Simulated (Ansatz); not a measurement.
**Si/GaP/CoSi2: a contact from a semiconductor to a metal**

Is Si/GaP/CoSi2 a contact for electrons or for holes? The semiconductor is Si diamond(111), undoped, with its far face capped by hydrogen, and the metal is CoSi2 fluorite(111) turned by 180 degrees (type B), with GaP zinc blende(111) between them (whole bilayers). After relaxation the nearest pair at the metal is Si–Ga at 2.48 Å, along the normal. The common net has a side of 3.896 Å, which strains the semiconductor by +0.7 %, the layer between by +0.0 % and the metal by +2.8 %, against typed lattice constants near PBE's. The first steps treat the bulk crystals alone.

Method: PBE DFT, plane waves, PAW files, in the first sound run; inputs show where later runs differ, in Ansatz 0.2.0.

Report form: the programs' logs are mostly left out.

## 1. The structure

The structure is trigonal, space group R-3m (No. 166). The conventional cell has a = 3.896 Å, b = 3.896 Å, c = 9.426 Å, α = 90.00°, β = 90.00°, γ = 120.00°. Nearest to Si lie 4 Si at 2.36 to 2.38 Å.

## 2. Layer spacing of the electrode, 6 atoms

The electrode is held to the junction's net and relaxed along the normal; its spacing is used for the ideal lead layers.

File input.yaml:

```yaml
crystal:
  lattice:
    - [3.896, 0.0, 0.0]
    - [-1.948, 3.3740349731, 0.0]
    - [0.0, 0.0, 9.4260920331]
  atoms:
    - { symbol: Si, position: [0.0, 0.0, 0.0] }
    - { symbol: Si, position: [0.0, 0.0, 0.25] }
    - { symbol: Si, position: [0.3333333333, 0.6666666667, 0.3333333333] }
    - { symbol: Si, position: [0.3333333333, 0.6666666667, 0.5833333333] }
    - { symbol: Si, position: [0.6666666667, 0.3333333333, 0.6666666667] }
    - { symbol: Si, position: [0.6666666667, 0.3333333333, 0.9166666667] }
kpoints:
  mp_grid: { grid: [12, 12, 3] }
scf:
  occupations: { method: fermi_dirac, width: 0.1 }
  max_iter: 150
hamiltonian:
  xc: pbe
relax:
  f_tol: 0.01
  max_steps: 40
  cell: { fix: [a, b, angles] }
```

Launch:

```console
> ansatz run input.yaml --threads 8 --pin off --max-ram 24576MiB --backend cpu --events-out ev --progress --plain --runs-dir out
```

Elapsed: 2.7 s, on 8 threads of Arm Neoverse V2, shared host; peak memory 0.52 GiB; 19 s of CPU time.

Step by step:

| step | energy less that of the first step (eV) | largest force component (eV/Å) | pressure (GPa) | volume (Å³) |
| --- | --- | --- | --- | --- |
| 1 | 0.0000 | 0.1299 | -0.79 | 123.91 |
| 2 | -0.0020 | 0.0317 | -0.89 | 124.03 |
| 3 | -0.0022 | 0.0021 | -1.00 | 124.19 |
| 4* | -0.0022 | 0.0021 | -1.00 | 124.19 |

Relaxation steps marked * repeat the geometry before them on a plane-wave basis chosen anew for their cell, so energy and pressure can jump there.

The run keeps the 36 symmetry operations that it works with, so distortions that break them were not tested.

| conventional cell, symmetrised | before | after | change |
| --- | --- | --- | --- |
| a (Å) | 3.896 | 3.896 | -0.0 % |
| b (Å) | 3.896 | 3.896 | -0.0 % |
| c (Å) | 9.426 | 9.447 | +0.2 % |
| volume (Å³/atom) | 20.65 | 20.70 | +0.2 % |

Final coordinates:

```xyz
6
Lattice="3.8960 0.0000 0.0000 -1.9480 3.3740 0.0000 0.0000 0.0000 9.4474" Properties=species:S:1:pos:R:3 pbc="T T T"
Si    0.0000    0.0000   -0.0039
Si    0.0000    0.0000    2.3658
Si    0.0000    2.2494    3.1452
Si    0.0000    2.2494    5.5149
Si    1.9480    1.1247    6.2943
Si    1.9480    1.1247    8.6640
```

Numbers from this step:

```yaml
free_energy: -3814.8529 eV
fermi_energy: 6.214 eV
pressure: -1.001 GPa
```

The relaxation ends with a largest force component of 0.0021 eV/Å.

## 3. The strained electrode, 9 atoms

System of this step: CoSi2. The structure is trigonal, space group R-3m (No. 166). The conventional cell has a = 3.896 Å, b = 3.896 Å, c = 9.102 Å, α = 90.00°, β = 90.00°, γ = 120.00°. Si has 4 Co at 2.28 to 2.37 Å nearest. Co has 8 Si at 2.28 to 2.37 Å nearest. Farther neighbours are not listed.

input.yaml, the sections that differ from step 2:

```yaml
crystal:
  lattice:
    - [3.896, 0.0, 0.0]
    - [-1.948, 3.3740349731, 0.0]
    - [0.0, 0.0, 9.102198532]
  atoms:
    - { symbol: Si, position: [0.0, 0.0, 0.0] }
    - { symbol: Co, position: [0.6666666667, 0.3333333333, 0.0833333333] }
    - { symbol: Si, position: [0.3333333333, 0.6666666667, 0.1666666667] }
    - { symbol: Si, position: [0.6666666667, 0.3333333333, 0.3333333333] }
    - { symbol: Co, position: [0.3333333333, 0.6666666667, 0.4166666667] }
    - { symbol: Si, position: [0.0, 0.0, 0.5] }
    - { symbol: Si, position: [0.3333333333, 0.6666666667, 0.6666666667] }
    - { symbol: Co, position: [0.0, 0.0, 0.75] }
    - { symbol: Si, position: [0.6666666667, 0.3333333333, 0.8333333333] }
# kpoints, scf, hamiltonian, relax: as in step 2
```

Elapsed: 9.3 s, on 8 threads; peak memory 0.74 GiB; 69 s of CPU time.

This run has no spin polarisation, although Co can carry a moment.

Step by step:

| step | energy less that of the first step (eV) | largest force component (eV/Å) | pressure (GPa) | volume (Å³) |
| --- | --- | --- | --- | --- |
| 1 | 0.0000 | 0.4585 | -5.33 | 119.65 |
| 2 | -0.0345 | 0.2755 | -5.69 | 119.78 |
| 3 | -0.0546 | 0.0021 | -5.93 | 119.85 |
| 4 | -0.0546 | 0.0003 | -5.99 | 119.90 |
| 5* | -0.0547 | 0.0003 | -5.99 | 119.90 |

Relaxation steps marked * repeat the geometry before them on a plane-wave basis chosen anew for their cell, so energy and pressure can jump there.

Forces are held to the 36 operations that the run works with; a distortion that breaks them can't arise in this run.

| conventional cell, symmetrised | before | after | change |
| --- | --- | --- | --- |
| a (Å) | 3.896 | 3.896 | -0.0 % |
| b (Å) | 3.896 | 3.896 | -0.0 % |
| c (Å) | 9.102 | 9.121 | +0.2 % |
| volume (Å³/atom) | 13.29 | 13.32 | +0.2 % |

The atoms that moved most (Å, as changes of fractional coordinates times the final cell):

| atom | dx | dy | dz | length |
| --- | --- | --- | --- | --- |
| Si3 | 0.000 | 0.000 | -0.038 | 0.038 |
| Si1 | 0.000 | 0.000 | 0.038 | 0.038 |
| Si4 | 0.000 | 0.000 | 0.038 | 0.038 |
| Si6 | 0.000 | 0.000 | -0.038 | 0.038 |
| Si9 | 0.000 | 0.000 | -0.038 | 0.038 |
| Si7 | 0.000 | 0.000 | 0.038 | 0.038 |

Numbers from this step:

- free energy: -19197.4177 eV
- Fermi energy: 12.25 eV
- pressure: -5.991 GPa

The relaxation ends with a largest force component of 3.4e-4 eV/Å.

## 4. Relaxing the interfaces

System of this step: Si/GaP/CoSi2. The cell holds 18 atoms: 9 Si, 3 P, 3 Ga, 2 Co and 1 H. Its edges and angles: a = 3.896 Å, b = 3.896 Å, c = 38.630 Å, α = 90.0°, β = 90.0°, γ = 120.0°. Vacuum lies along c.

The bonds at the contact set its dipole, and with it the barrier heights, so the interface is relaxed first in a short slab. The dipole correction removes the field between the unlike outer faces.

File input.yaml:

```yaml
crystal:
  lattice:
    - [3.896, 0.0, 0.0]
    - [-1.948, 3.3740349731, 0.0]
    - [0.0, 0.0, 38.6300553625]
  atoms:
    - { symbol: Si, position: [0.0, 0.0, 0.2070926362] }
    - { symbol: Si, position: [0.33333333, 0.66666667, 0.2274267429] }
    - { symbol: Si, position: [0.33333333, 0.66666667, 0.2884290632] }
    - { symbol: Si, position: [0.66666667, 0.33333333, 0.3087631699] }
    - { symbol: Si, position: [0.66666667, 0.33333333, 0.3697654901] }
    - { symbol: Si, position: [0.0, 0.0, 0.3900995969] }
    - { symbol: P, position: [0.0, 0.0, 0.4478266692] }
    - { symbol: Ga, position: [0.33333333, 0.66666667, 0.4684148516] }
    - { symbol: P, position: [0.33333333, 0.66666667, 0.5301793986] }
    - { symbol: Ga, position: [0.66666667, 0.33333333, 0.550767581] }
    - { symbol: P, position: [0.66666667, 0.33333333, 0.612532128] }
    - { symbol: Ga, position: [0.0, 0.0, 0.6331203104] }
    - { symbol: Si, position: [0.0, 0.0, 0.6947303696] }
    - { symbol: Co, position: [0.66666667, 0.33333333, 0.7143657685] }
    - { symbol: Si, position: [0.33333333, 0.66666667, 0.7340011673] }
    - { symbol: Si, position: [0.66666667, 0.33333333, 0.773271965] }
    - { symbol: Co, position: [0.33333333, 0.66666667, 0.7929073638] }
    - { symbol: H, position: [0.0, 0.0, 0.1682627669] }
kpoints:
  mp_grid: { grid: [8, 8, 1] }
scf:
  occupations: { method: fermi_dirac, width: 0.1 }
  max_iter: 150
hamiltonian:
  xc: pbe
efield:
  axis: 3
  dipole_correction: true
relax:
  f_tol: 0.04
  max_steps: 60
output:
  forces: true
```

Wall time 24 s (8 threads); peak memory 1.9 GiB; 3 min of CPU time.

Step by step:

| step | energy less that of the first step (eV) | largest force component (eV/Å) |
| --- | --- | --- |
| 1 | 0.0000 | 1.5403 |
| 2 | -0.2595 | 0.6870 |
| 3 | -0.3212 | 0.3006 |
| 4 | -0.3040 | 0.3771 |
| 5 | -0.3327 | 0.0072 |

Relaxation step 4 was tried and not accepted.

The run keeps the 6 symmetry operations that it works with, so distortions that break them were not tested.

The atoms that moved most (Å):

| atom | dx | dy | dz | length |
| --- | --- | --- | --- | --- |
| Co17 | 0.000 | 0.000 | -0.236 | 0.236 |
| Si15 | 0.000 | 0.000 | -0.155 | 0.155 |
| Si13 | 0.000 | 0.000 | 0.141 | 0.141 |
| Si1 | 0.000 | 0.000 | 0.054 | 0.054 |
| H18 | 0.000 | 0.000 | 0.049 | 0.049 |
| Ga12 | 0.000 | 0.000 | 0.042 | 0.042 |
| Ga8 | 0.000 | 0.000 | 0.040 | 0.040 |
| Si6 | 0.000 | 0.000 | -0.034 | 0.034 |

This step gave:

```yaml
free_energy: -29608.4888 eV
fermi_energy: 3.656 eV
```

The largest force component on a free atom ends at 0.0072 eV/Å. At one or more of this run's solves the program warned of density in the dipole ramp over its bound, where dipole, forces and levels can be off.

## 5. The contact's transmission, atomic planes in the barrier 4, gap between the electrodes 8.76 Å

This step: PBE DFT, plane waves, PAW files; ballistic transmission by layer matching between semi-infinite leads (Ansatz 0.2.0).

System of this step: Si/GaP/CoSi2. The cell holds 52 atoms: 38 Si, 2 P, 2 Ga, 9 Co and 1 H. Its edges and angles: a = 3.896 Å, b = 3.896 Å, c = 92.890 Å, α = 90.0°, β = 90.0°, γ = 120.0°. Regions: left electrode, 20 atoms (20 Si); barrier, 4 atoms (2 P and 2 Ga); right electrode, 27 atoms (18 Si and 9 Co). Vacuum lies along c.

The semiconductor is one lead and the metal the other. The lead's open channels mark its band edges against the Fermi level.

File input.yaml:

```yaml
crystal:
  lattice:
    - [3.896, 0.0, 0.0]
    - [-1.948, 3.3740349731, 0.0]
    - [0.0, 0.0, 92.8904994196]
  atoms:
    - { symbol: Si, position: [0.66666667, 0.33333333, 0.1668631356] }
    - { symbol: Si, position: [0.0, 0.0, 0.1752535288] }
    - { symbol: Si, position: [0.0, 0.0, 0.2007645336] }
    - { symbol: Si, position: [0.33333333, 0.66666667, 0.2091549268] }
    - { symbol: Si, position: [0.33333333, 0.66666667, 0.2346659316] }
    - { symbol: Si, position: [0.66666667, 0.33333333, 0.2430563248] }
    - { symbol: Si, position: [0.66666667, 0.33333333, 0.2685673296] }
    - { symbol: Si, position: [0.0, 0.0, 0.2769577228] }
[... 40 atom lines left out ...]
    - { symbol: Si, position: [0.0, 0.0, 0.8337434884] }
    - { symbol: Co, position: [0.66666667, 0.33333333, 0.8415141991] }
    - { symbol: Si, position: [0.33333333, 0.66666667, 0.8492849098] }
    - { symbol: H, position: [0.66666667, 0.33333333, 0.1507150902] }
kpoints:
  mp_grid: { grid: [8, 8, 1] }
scf:
  occupations: { method: fermi_dirac, width: 0.1 }
  max_iter: 150
hamiltonian:
  xc: pbe
efield:
  axis: 3
  dipole_correction: true
output:
  transmission:
    kmesh: [12, 12]
    e_range: [-2.5, 2.5]
    de: 0.05
    leads: [[8, 10], [37, 40]]
  dos: { projected: true, e_range: [-6, 5], de: 0.05 }
  write_potential: true
  write_density: true
  volumetric_format: npy
  elf: true
```

The job ended after 3.2 min (8 threads; peak memory 9.9 GiB; 23 min of CPU time).

Numbers from this step:

| Property | Result |
| --- | --- |
| free energy | -79401.2680 eV |
| Fermi energy | 4.937 eV |
| level to which the leads are filled | 0 eV from the Fermi level |
| transmission at the Fermi level (a spin, zone mean) | 0 |
| channels of the lower lead | 0 |
| channels of the upper lead | 1.354 |
| potential step in the lower lead | 27.3 meV |
| potential step in the upper lead | 8.3 meV |
| work function, upper face | 4.957 eV |
| work function, lower face | 4.274 eV |
| dipole moment | -0.04956 e·Å |
| dipole field | -0.007344 V/Å |

One spin. Table of transmission, zone mean by energy, zero at the Fermi level:

| energy (eV) | transmission, zone mean |
| --- | --- |
| -2.400 | 0.559 |
| -2.300 | 0.563 |
| -2.200 | 0.495 |
| -2.000 | 0.365 |
| -1.800 | 0.293 |
| -1.600 | 0.173 |
| -1.500 | 0.261 |
| -1.400 | 0.129 |
| -1.200 | 0.0427 |
| -1.000 | 0.0172 |
| -0.800 | 0.00813 |
| -0.600 | 0.00269 |
| -0.400 | 2.5e-4 |
| -0.200 | 0 |
| 0.000 | 0 |
| 0.200 | 5.5e-4 |
| 0.400 | 0.00600 |
| 0.600 | 0.0235 |
| 0.800 | 0.0248 |
| 1.000 | 0.0375 |
| 1.200 | 0.0555 |
| 1.400 | 0.0697 |
| 1.600 | 0.248 |
| 1.650 | 0.328 |
| 1.800 | 0.254 |
| 2.000 | 0.394 |
| 2.200 | 0.581 |
| 2.400 | 0.754 |

One spin. Table of open channels, zone mean by energy, zero at the Fermi level:

| energy (eV) | lower lead | upper lead |
| --- | --- | --- |
| -2.400 | 1.72 | 1.23 |
| -2.200 | 1.59 | 1.40 |
| -2.000 | 1.55 | 1.42 |
| -1.800 | 1.34 | 1.74 |
| -1.600 | 1.04 | 1.75 |
| -1.400 | 0.854 | 1.57 |
| -1.200 | 0.646 | 1.67 |
| -1.000 | 0.354 | 1.63 |
| -0.800 | 0.312 | 1.72 |
| -0.600 | 0.146 | 1.88 |
| -0.400 | 0.00694 | 1.75 |
| -0.200 | 0 | 1.46 |
| 0.000 | 0 | 1.35 |
| 0.200 | 0.0417 | 1.27 |
| 0.400 | 0.125 | 1.03 |
| 0.600 | 0.292 | 0.944 |
| 0.800 | 0.583 | 0.681 |
| 1.000 | 0.757 | 0.597 |
| 1.200 | 0.986 | 0.514 |
| 1.400 | 1.36 | 0.694 |
| 1.600 | 1.82 | 0.924 |
| 1.800 | 2.07 | 1.17 |
| 2.000 | 2.15 | 1.34 |
| 2.200 | 1.99 | 1.5 |
| 2.400 | 1.83 | 1.83 |

Projected DOS an atom over height of the atomic layer and energy from the Fermi level. Layers: H Si Si Si Si Si Si Si Si Si Si Si Si Si Si Si Si Si Si Si Si P Ga P Ga Si Co Si Si Co Si Si Co Si Si Co Si Si Co Si Si Co Si Si Co Si Si Co Si Si Co Si; projections on atoms miss part of the total, and the computed bands can run out at the top of the range; a column is the mean of 4 neighbouring layers, the last of those left over.

Ten even steps from '_' (0.00 states/eV) to '@' (2.24 states/eV), each cell a mean:
```
__________________________
..........................
............::::::::::::::
::----::::::::............
::::::::--::....__........
::::::::::::::::::::::::..
::----::::::..::::::::::..
__......::..____________..
________..______________..
____________..............
____________....::::::::--
____________--::==----==--
__......____====##====##**
..::::::....++++@@++++@@==
::::::::::::----==::::==--
::----------::::--::::--::
::::::------::::--::::--::
::::::::::--::--========--
::::::::::::::::::::::::..
________..::..............
____________..............
____________..............
```
Columns: height of the atomic layer (Å) from 16.1 to 77.6 (not evenly spaced); rows upwards: energy from the Fermi level (eV) from -6 to 5.

Electrostatic potential energy in the ca plane at fractional y = 0.333, with atoms of Si and Ga and Co and H within 0.2 Å of it. With pseudopotentials it is smooth inside the atoms' cores, unlike the true potential.

Values in eV, 6 rows by 16 columns, each cell a mean:
```
  6   7   7  -4  -5   1 -10   4   7   6   6   7   2  -7   4  -6
  8   8   6 -29 -31 -13 -43  -2   8   8   8   8  -6 -18  -4 -33
  8   8   6 -24 -25  -9 -37   0   8   8   7   8  -4 -17  -2 -28
  5   6   6   1   1   4  -1   5   7   5   5   7   4  -1   6   1
  1   4   5   3   7   7   4   3   6   2   2   6   4   6   8   7
  2   5   5   3   6   7   4   3   6   2   3   7   4   6   8   7
```
Columns run along c (16.0 Å, from fractional 0.41 to 0.58 of the cell; values clipped at the 3rd and 97th percentile), rows up along a (3.9 Å). Atoms in or near the plane, at fractional coordinates: Si at (0.45, 0.67), Si at (0.47, 0.67), Ga at (0.55, 0.67), Si at (0.57, 0.67).

ELF in the ca plane at fractional y = 0.333, with atoms of Si and Ga and Co and H within 0.2 Å of it. It is the smooth field of the valence electrons, not physical close to the nuclei.

Ten even steps from '0' (0.01) to '9' (0.89), each cell a mean:
```
99841123543211135533234567776422234677655432
68741001111000023221237875576410014675466323
34541000000000012200037973334300013533267338
33541000000000012100037973324300013433367339
67741000110000023211237874566310014664467324
99841013443100135433235667776421134677655432
88742246775321356764211245555544455555444455
67533368985322457775200123345665666433333457
66533368985322457775200023345666666433333457
88742246875322357764211234555544455544433456
```
Columns run along c (16.0 Å, from fractional 0.47 to 0.65 of the cell), rows up along a (3.9 Å). Atoms in or near the plane, at fractional coordinates: Ga at (0.55, 0.67), Si at (0.57, 0.67), Si at (0.62, 0.67), Co at (0.65, 0.67).

Valence density in the ca plane at fractional y = 0.333, with atoms of Si and Ga and Co and H within 0.2 Å of it. It is the smooth field of the valence electrons, not physical close to the nuclei.

Ten steps, logarithmic in the rise over the least value, from '0' (0 e/Å³) to '9' (24 e/Å³), each cell a mean:
```
11000000112111011121100000100000001111100111
00000000122111111121100000000000001344211111
00000000111012221011100000000000002699422210
00000000110012221011100000000000002699522210
00000000121111111121100000000000001355311111
00000000112111111121100000000000001122110111
11110000111100001111100011111000011111000011
22210000111000000111100011221100011110000001
22211000111000000111100012221100011110000001
11110000111100000111100011111000011110000001
```
Columns run along c (16.0 Å, from fractional 0.41 to 0.58 of the cell), rows up along a (3.9 Å). Atoms in or near the plane, at fractional coordinates: Si at (0.45, 0.67), Si at (0.47, 0.67), Ga at (0.55, 0.67), Si at (0.57, 0.67).

The semiconductor's channels close between -0.40 and +0.20 eV. In the worse lead the potential repeats within 27 meV, which the program flags as too much for a lead, so the lead is short or a field runs through it.

(Part 1 of 2 ends here.)

[Logs are printed without paths, hosts, clocks, repeated set-up lines and the standing remarks that a program may print on its own settings, such as how far it seeks lower states.]

[Hosts, paths, dates, database ids (printed as entryN), source tags and the programs' standing remarks are cut or masked in the printed files.]
